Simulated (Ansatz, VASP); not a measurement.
**Two plane-wave programs on MgS (Niningerite)**

The input INCAR:

```
SYSTEM = MgS
ALGO = Normal ; EDIFF = 1E-7
ENCUT = 520 ; GGA = PE
ISIF = 2 ; ISMEAR = -1
LASPH = .TRUE. ; LCHARG = .FALSE.
LREAL = .FALSE. ; LWAVE = .FALSE.
NBANDS = 11 ; NELM = 100
PREC = Accurate ; SIGMA = 0.05
```

The input KPOINTS:

```
k-points
0
G
  9 9 9
  0 0 0
```

File POSCAR:

```
MgS
1.0
    0.0000000000      2.6526756995      2.6526756995
    2.6526756995      0.0000000000      2.6526756995
    2.6526756995      2.6526756995      0.0000000000
S Mg
1 1
Direct
    0.5000000000      0.5000000000      0.5000000000
    0.0000000000      0.0000000000      0.0000000000
```

File input.yaml:

```yaml
crystal:
  lattice:
    - [0.0, 2.6526756995, 2.6526756995]
    - [2.6526756995, 0.0, 2.6526756995]
    - [2.6526756995, 2.6526756995, 0.0]
  atoms:
    - { symbol: S, position: [0.5, 0.5, 0.5] }
    - { symbol: Mg, position: [0.0, 0.0, 0.0] }
hamiltonian:
  xc: pbe
  pseudopotentials: { kind: paw }
kpoints:
  mp_grid: { grid: [9, 9, 9] }
scf:
  occupations: { method: fermi_dirac, width: 0.05 }
output:
  forces: true
  stress: true
  eigenvalues: true
  write_density: true
  write_potential: true
  elf: true
  volumetric_format: npy
```

Change from the starting cell: volume scaled by 1.06.

Alike in both runs: task single point; functional PBE; k mesh 9 × 9 × 9; occupations fermi-dirac, width 0.05 eV; no spin polarisation.

```csv
,VASP,Ansatz
version,VASP 6.6.1,Ansatz 0.2.0
potentials or method,"VASP PAW PBE potentials, release 64 (S, Mg)",Ansatz PAW
plane-wave cutoff (eV),520,420
valence electrons in the cell,8,16
```

```tsv
	VASP	Ansatz	Ansatz less VASP
gap on the k mesh at the Fermi level (eV)	2.77	2.79	+0.017
least direct gap on the mesh (eV)	3.27	3.28	+0.014
pressure (GPa)	-3.2	-2.9	+0.28
```

The functional is the same, so the differences come from potentials, cutoffs and numerics. The two sets of potentials don't hold the same shells in valence.

Caveats: an odd mesh through Γ misses points on the zone boundary, where band edges often lie (VASP); odd divisions of the mesh miss points on the zone boundary, where band edges often lie, so the gap on the mesh can be too wide (Ansatz).
